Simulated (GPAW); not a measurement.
Crystal: GaN.

```
Ga N
1.0
     3.21154    0.00000    0.00000
    -1.60577    2.78127    0.00000
     0.00000    0.00000   10.35684
Ga N
4 4
Direct
  0.00000 0.00000 0.78587
  0.66667 0.33333 0.03735
  0.33333 0.66667 0.53735
  0.00000 0.00000 0.28587
  0.00000 0.00000 0.09304
  0.66667 0.33333 0.34375
  0.00000 0.00000 0.59304
  0.33333 0.66667 0.84374
```

The cell is a database's computed one.

| Quantity | Value |
| --- | --- |
| Program | GPAW 26.7.0 |
| Task | relaxation of cell and atoms |
| Functional | SOGGA |
| Potentials or basis | PAW data sets generated in the run's folder for this functional |
| Cutoff | 800 eV |
| Basis | pw |
| k mesh | 6 × 6 × 2 |
| Occupations | fermi-dirac, width 0.05 eV |
| Spin | no spin polarisation |

At the start: pressure -0.3 GPa; volume 11.56 Å³/atom.

Where does the relaxation end?

Over 15 steps the energy falls by 30.4 meV/atom and the volume is 11.10 Å³/atom (-4.1 %); space group P6_3mc (No. 186, to 0.05 Å).

Step by step:
```csv
step,energy change (eV),largest force (eV/Å),pressure (GPa),volume (Å³)
1,0.0000,0.7188,-0.28,92.51
2,-0.0224,0.6611,-0.71,92.50
3,-0.1569,0.5752,-6.43,92.10
4,-0.1789,0.3314,-5.07,92.02
5,-0.1921,0.1797,-4.66,91.75
6,-0.2216,0.4221,-3.08,90.32
7,-0.2290,0.3539,-2.64,89.99
8,-0.2421,0.1014,-0.23,88.76
9,-0.2424,0.0619,0.05,88.70
10,-0.2425,0.0155,0.18,88.67
11,-0.2425,0.0046,0.16,88.67
12,-0.2427,0.0161,0.12,88.69
13,-0.2428,0.0256,0.06,88.71
14,-0.2429,0.0256,-0.01,88.74
15,-0.2431,0.0130,-0.03,88.76
```

Final structure:
```
CELL_PARAMETERS angstrom
3.14461 0.00000 0.00000
-1.57231 2.72332 0.00000
0.00000 0.00000 10.36476
ATOMIC_POSITIONS crystal
Ga 0.00000 0.00000 0.78202
Ga 0.66667 0.33333 0.02375
Ga 0.33333 0.66667 0.52375
Ga 0.00000 0.00000 0.28202
N 0.00000 0.00000 0.09408
N 0.66667 0.33333 0.36012
N 0.00000 0.00000 0.59408
N 0.33333 0.66667 0.86012
```

Caveat: the k mesh is coarse; the data sets keep Ga 3d, Li 1s and Be 1s frozen, and some such compounds lay over 1.5 % in volume off other programs; later steps reuse the first step's grids.
